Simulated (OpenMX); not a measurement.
Runs of OpenMX 3.8.5 on CuO (Tenorite). It takes space group C2/c (No. 15, monoclinic). The conventional cell has a = 4.684 Å, b = 3.423 Å, c = 5.129 Å, α = 90.00°, β = 99.54°, γ = 90.00°. Around Cu (site symmetry -1) lie 4 O at 1.95 to 1.96 Å. O (site symmetry 2) is surrounded by 4 Cu at 1.95 to 1.96 Å. 

| task | level | potentials or basis | k mesh | grid points, held for all volumes | max SCF cycles | pressure (GPa) | V0 of scaled cells (Å³/atom) | B0 (GPa) | largest force (eV/Å) |
| --- | --- | --- | --- | --- | --- | --- | --- | --- | --- |
| equation of state | PBE | OpenMX 2013 PBE set, Cu6.0H-s3p2d2, O6.0-s2p2d1, fixed grid of 36 × 36 × 70 points | 11 × 11 × 5 | 36 × 36 × 70 | - | - | 10.65 | 156 | - |
| band structure | LDA | OpenMX 2013 LDA set, Cu6.0H-s3p2d2, O6.0-s2p2d1, grid cutoff 500 Ry | 7 × 7 × 5 | - | 100 | -6.5 | - | - | 0.37 |
| equation of state | LDA | OpenMX 2013 LDA set, Cu6.0H-s3p2d2, O6.0-s2p2d1, fixed grid of 36 × 36 × 70 points | 11 × 11 × 5 | 36 × 36 × 70 | - | - | 9.78 | (b) | - |
| band structure | PBE | OpenMX 2013 PBE set, Cu6.0H-s3p2d2, O6.0-s2p2d1, grid cutoff 500 Ry | 7 × 7 × 5 | - | 100 | 8.7 | - | - | 0.17 |
| band structure | PBE | OpenMX 2013 PBE set, Cu6.0H-s3p2d2, O6.0-s2p2d1, grid cutoff 500 Ry | 11 × 11 × 5 | - | 100 | 8.7 | - | - | 0.17 |
| band structure | PBE | OpenMX 2013 PBE set, Cu6.0H-s3p2d2f1, O6.0-s3p2d2, grid cutoff 500 Ry | 11 × 11 × 5 | - | 100 | (a) | - | - | 0.18 |
| band structure | LDA | OpenMX 2013 LDA set, Cu6.0H-s3p2d2, O6.0-s2p2d1, grid cutoff 500 Ry | 11 × 11 × 5 | - | 100 | -6.5 | - | - | 0.37 |

Alike in all rows: no spin polarisation; cell as given; smearing fermi-dirac 0.05 eV.

Task: Estimate the missing entries.

Result: (a) 7.6; (b) 202.

Caveats: the basis of atomic orbitals isn't converged, which shifts pressures, moduli and gaps; the run has no spin polarisation, though such a crystal can be magnetic; volumes in these bases differ from converged ones by about 1 %, for some elements by several (some runs); the cell was scaled at fixed shape and fractional positions, which overstates the stiffness of a crystal with free parameters, most of all of layers and chains (some runs).

Not every run made on this cell is shown here.
